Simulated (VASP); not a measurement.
A run of VASP 6.6.1 is set up as follows.

The input INCAR:

```
PREC = Accurate ; ENCUT = 520
EDIFF = 1E-7 ; ISMEAR = -1
SIGMA = 0.05 ; LREAL = F
LASPH = T ; NELM = 80
ALGO = Normal ; ISIF = 2
LWAVE = F ; LCHARG = F
GGA = PE ; NBANDS = 11
```

Contents of KPOINTS:

```
regular mesh
0
Gamma
  8 8 8
```

POSCAR

```
Sr
1.0
   -2.4350000000      2.4350000000      2.4350000000
    2.4350000000     -2.4350000000      2.4350000000
    2.4350000000      2.4350000000     -2.4350000000
Sr
1
Direct
    0.0000000000      0.0000000000      0.0000000000
```

Potentials or basis: VASP PAW PBE potentials, release 64 (Sr_sv).

Command:

```bash
$ cat potpaw_PBE.64/Sr_sv/POTCAR > POTCAR
$ mpirun -np 1 vasp_std > vasp.out
```

**Question.** What does it give for the band gap on the k mesh?

**Answer.** None (metal or under the smearing width).

**Question.** Estimate the pressure.

**Answer.** -0.7 GPa.
